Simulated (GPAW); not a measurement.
# WC (Cmmm) in GPAW: notebook, part 2 of 2

GPAW 26.7.0. Earlier steps stand in the parts before.

### 4 Phonons, PBE

This run uses another cell than the first one, of 15.72 Å³/atom, 1.235 times its volume.

run.py reads:

```python
import json
import numpy as np
from ase import Atoms
from ase.constraints import FixSymmetry
from ase.io import read, write
from ase.optimize import BFGS
from phonopy import Phonopy
from phonopy.structure.atoms import PhonopyAtoms
from gpaw import GPAW, PW

atoms = read('WC.xyz')

calc = GPAW(mode=PW(680),
            xc='PBE',
            kpts={'size': (9, 9, 5), 'gamma': True},
            occupations={'name': 'fermi-dirac', 'width': 0.05},
            nbands=19,
            convergence={'density': 1e-06, 'eigenstates': 1e-09},
            maxiter=150,
            txt='gpaw.txt')
atoms.calc = calc
atoms.set_constraint(FixSymmetry(atoms))
BFGS(atoms, trajectory='relax.traj', logfile='-').run(fmax=0.005, steps=40)
atoms.set_constraint()
energy = atoms.get_potential_energy()
forces = atoms.get_forces()
stress = atoms.get_stress()
calc.write('gs.gpw')
write('result.traj', atoms)
print('Cell:', atoms.cell.cellpar().round(4))
print(atoms.get_scaled_positions().round(5))

def force_constants(scale):
    unit = PhonopyAtoms(symbols=atoms.get_chemical_symbols(), cell=atoms.cell[:] * scale**(1 / 3),
                        scaled_positions=atoms.get_scaled_positions())
    ph = Phonopy(unit, supercell_matrix=np.diag([1, 1, 1]), primitive_matrix=np.eye(3), symprec=1e-4)
    ph.generate_displacements(distance=0.02)
    forces = []
    for i, sc in enumerate(ph.supercells_with_displacements):
        a = Atoms(sc.symbols, cell=sc.cell, scaled_positions=sc.scaled_positions, pbc=True)
        c = GPAW(mode=PW(680),
                 xc='PBE',
                 kpts={'size': (9, 9, 5), 'gamma': True},
                 occupations={'name': 'fermi-dirac', 'width': 0.05},
                 nbands=19,
                 convergence={'density': 1e-06, 'eigenstates': 1e-09},
                 maxiter=150,
                 txt=f'disp-{scale:.3f}-{i:02d}.txt')
        a.calc = c
        f = a.get_forces()
        forces.append(f - f.mean(axis=0))
        print(f'displacement {i}: drift', f.mean(axis=0).round(5), flush=True)
    ph.forces = forces
    ph.produce_force_constants()
    ph.symmetrize_force_constants()
    return ph

qpoints = [[0.0, 0.0, 0.0]]
results = {}
for scale in [1.0]:
    ph = force_constants(scale)
    ph.run_qpoints(qpoints)
    nu = ph.qpoints.frequencies * 33.35641  # THz to cm^-1
    results[f'{scale:.3f}'] = nu.tolist()
    for qp, f in zip(qpoints, nu):
        print(scale, np.round(qp, 4), f.round(2))
json.dump(results, open('phonons.json', 'w'))
```

WC.xyz reads:

```xyz
2
Lattice="1.6672418101 -2.1527660052 0.0000000000 1.6672418101 2.1527660052 0.0000000000 0.0000000000 0.0000000000 4.3800799060" Properties=species:S:1:pos:R:3 pbc="T T T"
W      1.6672418101      0.0000000000      2.1900399530
C      0.0000000000      0.0000000000      0.0000000000
```

Potentials or basis: GPAW PAW data sets (gpaw-data 1.2.1), pw.

Command:

```bash
OMP_NUM_THREADS=1 python run.py
```

gpaw.txt:

```text
__  _  _
 | _ |_)|_||  |
 |__||  | ||/\| - 26.7.0

Input parameters:
  mode=PW(ecut=680.0),
  convergence={'density': 1e-06, 'eigenstates': 1e-09},
  kpts=MonkhorstPack(size=(9, 9, 5), gamma=True),
  maxiter=150,
  nbands=19,
  occupations=Occupations(name='fermi-dirac', width=0.05),
  xc=XC(name='PBE')

Diagonalizing LCAO Hamiltonian
Converting LCAO to pw mode

           W

       C

Atoms  # Å, Bohr magnetons
|   | symbol |        x |        y |        z |    initial magnetic moments |
|---|--------|----------|----------|----------|-----------------------------|
| 0 |      W | 1.667242 | 0.000000 | 2.190040 | ( 0.0000,  0.0000,  0.0000) |
| 1 |      C | 0.000000 | 0.000000 | 0.000000 | ( 0.0000,  0.0000,  0.0000) |

Unit cell  # Å
| periodic |        x |         y |        z |  lengths |     angles |
|----------|----------|-----------|----------|----------|------------|
|      yes | 1.667242 | -2.152766 | 0.000000 | 2.722884 |  90.000000 |
|      yes | 1.667242 |  2.152766 | 0.000000 | 2.722884 |  90.000000 |
|      yes | 0.000000 |  0.000000 | 4.380080 | 4.380080 | 104.486947 |

Number of symmetries: 8
Symmetry operations  # r_c * U_cc + t_c -> r_c
|   | kind |            matrix            |
|---|------|------------------------------|
| 0 |  E   |  1, 0, 0,  0, 1, 0,  0, 0, 1 |
| 1 |  σ   |  1, 0, 0,  0, 1, 0,  0, 0,-1 |
| 2 |  σ   |  0, 1, 0,  1, 0, 0,  0, 0, 1 |
| 3 |  C2  |  0, 1, 0,  1, 0, 0,  0, 0,-1 |
| 4 |  σ   |  0,-1, 0, -1, 0, 0,  0, 0, 1 |
| 5 |  C2  |  0,-1, 0, -1, 0, 0,  0, 0,-1 |
| 6 |  C2  | -1, 0, 0,  0,-1, 0,  0, 0, 1 |
[... 129 lines left out ...]
- Maximum integral of absolute [eigenst]ate change: 1e-09 eV^2 / valence electron
- Maximum [total energy] change in last 3 cyles: 0.0005 eV / valence electron
maximum number of iterations: 150

SCF iterations
|iter     | |      energy | eigst |  dens |
|---------|-|-------------|-------|-------|
|iter:   1| |  -15.449207 | -0.33 |       |
|iter:   2| |  -15.313105 | -2.85 | -1.07 |
|iter:   3| |  -15.068077 | -2.19 | -1.14 |
|iter:   4| |  -15.024506 | -2.37 | -1.45 |
|iter:   5| |  -15.026160 | -4.00 | -2.05 |
|iter:   6| |  -15.026342c| -4.77 | -2.47 |
|iter:   7| |  -15.026300c| -5.87 | -3.23 |
|iter:   8| |  -15.026307c| -7.31 | -3.80 |
|iter:   9| |  -15.026306c| -8.60 | -4.64 |
|iter:  10| |  -15.026306c| -9.51c| -5.23 |
|iter:  11| |  -15.026306c|-10.16c| -5.94 |
|iter:  12| |  -15.026306c|-11.01c| -6.99c|

Converged in 12 steps
Energy contributions relative to reference atoms: (reference = -439799.299771)

Energy contributions:
  Kinetic:         -20.599271
  Coulomb:          14.468076
  Zero:             -0.024551
  External:          0.000000
  Xc:               -8.863737
  Entropy:          -0.013649
  Spinorbit:         0.000000
  ----------------------------
  Free energy:     -15.033130
  Extrapolated:    -15.026306

dipole moment: (-6.716100, -0.000000, -8.822072)  # |e|*Ang

Fermi level: 8.563
Eigenvalues  # (at kpt = [0.000, 0.000, 0.000])
| band index |      eig [eV] | occ [0-2] |
|------------|---------------|-----------|
|          0 |       -66.013 |     2.000 |
|          1 |       -30.578 |     2.000 |
|          2 |       -29.976 |     2.000 |
|          3 |       -29.733 |     2.000 |
|          4 |        -3.378 |     2.000 |
|          5 |         3.207 |     2.000 |
[... 8 lines left out ...]
|         14 |        19.632 |     0.000 |
|         15 |        22.825 |     0.000 |
|        ... |               |           |
|         18 |        26.559 |     0.000 |

No gap
No difference between direct/indirect transitions

Forces  # eV/Ang
|        x |       y |       z |
|----------|---------|---------|
| -0.00000 | 0.00000 | 0.00000 |  # W    0
|  0.00000 | 0.00000 | 0.00000 |  # C    1

Stress tensor  # eV/Ang^3
|        x |        y |        z |
|----------|----------|----------|
| 0.237046 | 0.000000 | 0.000000 |
| 0.000000 | 0.079919 | 0.000000 |
| 0.000000 | 0.000000 | 0.350191 |

# Writing to gs.gpw (mode='')
```

stdout:

```text
Step          Energy          fmax
BFGS:    0      -15.033130        0.000000
Cell: [  2.7229   2.7229   4.3801  90.      90.     104.4869]
[[0.5 0.5 0.5]
 [0.  0.  0. ]]
displacement 0: drift [ 0. -0.  0.]
displacement 1: drift [-0.  0. -0.]
1.0 [0. 0. 0.] [-428.94 -276.75 -135.24   -0.      0.      0.  ]
```

Wall time 3.3 min (1 thread of Arm Neoverse V2, shared host); peak memory 0.37 GiB.

What came out:

| Property | Result |
| --- | --- |
| Free energy | -15.0331 eV |
| Pressure after relaxing | -35.6 GPa |
| Band gap on the k mesh | none (metal or under the smearing width) |
| Highest phonon frequency at Γ | 0 cm⁻¹ |
| Most unstable mode | 429i cm⁻¹ |

Final structure:
```
CELL_PARAMETERS angstrom
1.66724 -2.15277 0.00000
1.66724 2.15277 0.00000
0.00000 0.00000 4.38008
ATOMIC_POSITIONS crystal
W 0.50000 0.50000 0.50000
C 0.00000 0.00000 0.00000
```

Phonon frequencies in cm⁻¹ (negative: imaginary):
| q point | frequencies |
| --- | --- |
| (0.000, 0.000, 0.000) | -429 -277 -135 0 0 0 |

Caveat: the cell is more than 3 GPa from zero pressure, which shifts response properties; the cutoff is short for stress and forces, so pressures can be off by a GPa or more; some modes are imaginary. The run has no spin-orbit coupling, so splittings on W are missing.
